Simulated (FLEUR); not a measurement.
## TiAl: equation of state with SCAN

TiAl:

```
Ti Al
1.0
     3.17906    0.00000    0.00000
     0.00000    3.17906    0.00000
     0.00000    0.00000    3.17906
Ti Al
1 1
Direct
  0.00000 0.00000 0.00000
  0.50000 0.50000 0.50000
```

The cell comes from a database or a generator and needn't be the stable form of this composition.

| Quantity | Value |
| --- | --- |
| Program | FLEUR MaX-R8.1 (later development tree) |
| Task | equation of state |
| Functional | SCAN |
| Potentials or basis | all-electron |
| Basis | FLAPW |
| Kmax | 4.47 1/bohr |
| k mesh | 8 × 8 × 8 |
| Occupations | fermi-dirac, width 0.05 eV |
| Spin | no spin polarisation |

The equilibrium volume is 15.86 Å³/atom. The bulk modulus is 120 GPa.

Energy against volume, from the lowest point:
| volume (Å³/atom) | energy (meV/atom) |
| --- | --- |
| 15.101 | 13.96 |
| 15.422 | 3.89 |
| 16.065 | 0.00 |
| 16.707 | 14.52 |
| 17.028 | 27.47 |

Caveat: the meta-GGA is that of a development version, with a GGA for the radial functions and cores and without core tails.
